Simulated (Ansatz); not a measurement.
A Cd vacancy in wurtzite CdSe, 95 atoms, charge −2

All numbers come from Ansatz (PAW, plane waves, no spin–orbit coupling) at the single k point (¼, ¼, ¼) without its symmetry partners. The atoms were relaxed with PBEsol in a fixed cell; other functionals are single points on those atoms unless said otherwise. The valence top and gap of the host come from its small cell on a dense mesh, with the band extrema sought between the mesh points, lined up by the mean potential, PBEsol gap 0.54 eV, HSE06 gap 1.61 eV. The charge correction uses an assumed dielectric constant of 9.5.

Cell: a = 12.907 Å, b = 14.903 Å, c = 14.042 Å, α = 90.00°, β = 90.00°, γ = 90.00°.

Nearest atoms after relaxation, from the placed atom (for vacancies from the middle of the vacant sites): Se at 2.33 Å, Se at 2.34 Å, Se at 2.34 Å, Se at 2.35 Å.

Chemical potentials μ are those of reference phases of the elements at zero temperature by the same functional (the usual solids, diamond for C, grey Sn, and the molecules H2, N2, O2, F2, Cl2, Br2 and S8).

```csv
functional,E(defect) − E(host) − Σ nμ + q·E_VBM (eV),monopole (eV),alignment (eV),formation energy at E_F = VBM (eV),moment (μB),"wall time, shared host"
PBEsol,3.01,0.61,0.08,3.70,0 (no spin),9.6 s on NVIDIA GB200 (relaxation)
HSE06,4.19,0.61,0.12,4.92,0 (no spin),3.1 min on NVIDIA GB200
```

HSE06 one-electron levels near the gap (the ten most localised at most), from the host's valence top, not corrected for the charge's images:

```tsv
level (eV)	spin	filling	atoms sharing it	element of the atom with most weight
-0.19	both	2.00	9.3	Se
-0.09	both	2.00	17.5	Se
-0.03	both	2.00	15.4	Se
```

All elements are taken at their own reference at once; growth conditions in equilibrium with the host shift these energies, by up to the host's formation enthalpy.

One k point and a cell of this size can leave errors of several tenths of an eV in such numbers.
